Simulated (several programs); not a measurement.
A 10-atom cell of Ga₂O₃ from a published structure, relaxed with r2SCAN in Ansatz, was computed with several methods. Space group C2/m (No. 12), monoclinic; conventional cell a = 12.255 Å, b = 3.039 Å, c = 5.808 Å, β = 103.8°, 10.50 Å³ an atom. Around Ga lie 4 O at 1.83–1.87 Å; around Ga lie 6 O at 1.94–2.08 Å; around O lie 3 Ga at 1.83–1.94 Å; around O lie 4 Ga at 1.87–2.08 Å; around O lie 3 Ga at 1.84–1.94 Å. Computed at 0 K without zero-point motion; spin polarisation is off.

```cif
data_structure
_symmetry_space_group_name_H-M 'C2/m'
_symmetry_Int_Tables_number 12
_cell_length_a 12.2546
_cell_length_b 3.0391
_cell_length_c 5.8084
_cell_angle_alpha 90.000
_cell_angle_beta 103.807
_cell_angle_gamma 90.000
_cell_volume 210.07
loop_
_atom_site_label
_atom_site_type_symbol
_atom_site_symmetry_multiplicity
_atom_site_Wyckoff_symbol
_atom_site_fract_x
_atom_site_fract_y
_atom_site_fract_z
_atom_site_occupancy
Ga1 Ga 4 i 0.09051 0.00000 0.79477 1
Ga2 Ga 4 i 0.15874 0.50000 0.31444 1
O1 O 4 i 0.16421 0.00000 0.10913 1
O2 O 4 i 0.17335 0.00000 0.56354 1
O3 O 4 i 0.49630 0.00000 0.25625 1
```

Gaps and times are for a single point on this cell; volume and bulk modulus come from each method's own relaxation or energy curve at fixed shape, which is too stiff where a cell has free coordinates or axes. Times are rough, from shared hosts (Arm Neoverse V1; NVIDIA H100 80GB HBM3), and each method has its own mesh and cell size. A double dagger marks a value from a curve with shape and coordinates held. PM6 (MOPAC), PM7 (MOPAC), GFN1-xTB (tblite), GFN2-xTB (tblite) treat a cluster of cells at its zone centre, which samples few k points: where these miss a band edge, the gap comes out too large for that reason alone. Gaps from k meshes are read at a limited set of points (mesh, symmetry points, PBE's band edges), so each method's own least gap may be somewhat smaller. xTB and the PM methods were fitted mostly to molecules, and can miss a solid's gap by electronvolts. Minimal bases can be far off for gaps. Times of the plane-wave ladder aren't listed, since it ran on unlike processors and cards. GLLB-SC's gap includes the derivative discontinuity. d marks a direct gap, i an indirect one (no mark: not told apart), a dash a value that wasn't computed or didn't pass its checks.

| method | kind | gap (eV) | own volume (Å³/atom) | bulk modulus (GPa) | atoms computed | processor time |
| --- | --- | --- | --- | --- | --- | --- |
| PBEsol | semilocal | – | 10.56 | – | 10 | – |
| light PBE (260 eV and a coarse mesh) | light plane-wave | 2.20 i | – | – | 10 | 4.3 s |
| PM6 (MOPAC) | semi-empirical | 4.48 | – | – | cluster | 7.7 s |
| GFN1-xTB (tblite) | tight binding | 1.85 | 11.15‡ | 134‡ | cluster | 12 s |
| GFN2-xTB (tblite) | tight binding | 1.03 | 10.37‡ | 127‡ | cluster | 17 s |
| PM7 (MOPAC) | semi-empirical | 2.98 | 10.20‡ | 330‡ | cluster | 22 s |
| PBE | semilocal | 2.37 i | 10.96 | 181‡ | 10 | – |
| LDA | semilocal | 2.26 i | 10.22 | – | 10 | – |
| PBE+SOC | semilocal | 2.37 i | – | – | 10 | – |
| PBE/SZV (CP2K) | small basis | 1.90 i | – | – | 10 | 55 s |
| r2SCAN | semilocal | 3.02 i | 10.50 | 212‡ | 10 | – |
| PBE/DZVP (CP2K) | small basis | 2.31 i | – | – | 10 | 2.6 min |
| GLLB-SC (GPAW) | model potential | 4.42 | – | – | 10 | 3.3 min |
| PBE0 | hybrid | 4.90 i | – | – | 10 | – |
| HSE06 | hybrid | 4.18 i | – | – | 10 | – |
| Hartree-Fock | exact exchange | 13.37 d | – | – | 10 | – |
| DDH-PBE0 | hybrid | 4.84 i | – | – | 10 | – |

Problem. How far from the measured values lie the methods that can be set against them?

Solution.
- Band gap, measured 4.85 eV: light PBE (260 eV and a coarse mesh) -2.65 eV, PM6 (MOPAC) -0.37 eV, GFN1-xTB (tblite) -3.00 eV, GFN2-xTB (tblite) -3.82 eV, PM7 (MOPAC) -1.87 eV, PBE -2.48 eV, LDA -2.59 eV, PBE+SOC -2.48 eV, PBE/SZV (CP2K) -2.95 eV, r2SCAN -1.83 eV, PBE/DZVP (CP2K) -2.54 eV, GLLB-SC (GPAW) -0.43 eV, PBE0 +0.05 eV, HSE06 -0.67 eV, Hartree-Fock +8.52 eV, DDH-PBE0 -0.01 eV.
- Volume, measured 10.44 Å³ an atom: PBEsol +1.1 %, PBE +5.0 %, LDA -2.1 %, r2SCAN +0.6 %.
The calculations are for a static lattice; samples hold vibrations, temperature and, in optical gaps, excitons. A measured value is shown where most reports agree with it, and only for the quantities listed. Sources: 4.85 eV (band gap, quoted experimental value; “Contactless doping characterization of Ga₂O₃ using acceptor Cd probes”; Literature value quoted in passing in the DFT section; measurement method, temperature and polarization not given; 2022; pmc:9418202); 10.44 Å³ an atom (273.2 K; Crystallography Open Database).

Only the rows marked +SOC include spin-orbit coupling.
